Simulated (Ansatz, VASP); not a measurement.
**Two plane-wave programs on Cs**

Contents of INCAR:

```
  PREC = Accurate
  ENCUT = 520
  EDIFF = 1E-6
  ISMEAR = 0
  SIGMA = 0.1
  LREAL = False
  LASPH = True
  NELM = 80
  ALGO = Fast
  ISIF = 2
  LWAVE = False
  LCHARG = True
  GGA = PE
  LELF = True
  LVHAR = True
  NBANDS = 16
```

KPOINTS

```
Automatic mesh
0
Gamma
  9 9 6
```

Contents of POSCAR:

```
Cs
1.0
    5.5104851988      0.0000000000      0.0000000000
   -2.7552425994      4.7722201693      0.0000000000
    0.0000000000      0.0000000000      9.0599229634
Cs
2
Direct
    0.3333333300      0.6666666700      0.2500000000
    0.6666666700      0.3333333300      0.7500000000
```

Input for Ansatz:

```yaml
crystal:
  lattice:
    - [5.5104851988, 0.0, 0.0]
    - [-2.7552425994, 4.7722201693, 0.0]
    - [0.0, 0.0, 9.0599229634]
  atoms:
    - { symbol: Cs, position: [0.33333333, 0.66666667, 0.25] }
    - { symbol: Cs, position: [0.66666667, 0.33333333, 0.75] }
basis:
  ecutwfc: 420
kpoints:
  mp_grid: { grid: [9, 9, 6] }
hamiltonian:
  xc: pbe
scf:
  occupations: { method: gaussian, width: 0.1 }
output:
  forces: true
  stress: true
  eigenvalues: true
```

Alike in both runs: task single point; functional PBE; k mesh 9 × 9 × 6; occupations gaussian, width 0.1 eV; no spin polarisation.

|  | VASP | Ansatz |
| --- | --- | --- |
| version | VASP 6.6.1 | Ansatz 0.2.0 |
| potentials or method | VASP PAW PBE potentials, release 64 (Cs_sv) | scalar-relativistic, plane waves, PAW |
| plane-wave cutoff (eV) | 520 | 420 |
| valence electrons in the cell | 18 | 18 |

|  | VASP | Ansatz | Ansatz less VASP |
| --- | --- | --- | --- |
| gap on the k mesh at the Fermi level (eV) | none | none | - |
| pressure (GPa) | 0.0 | 0.0 | +0.01 |

A gap of «none» marks a metal or a gap that the smearing closes.

The runs have no spin-orbit coupling, so splittings on Cs are missing.
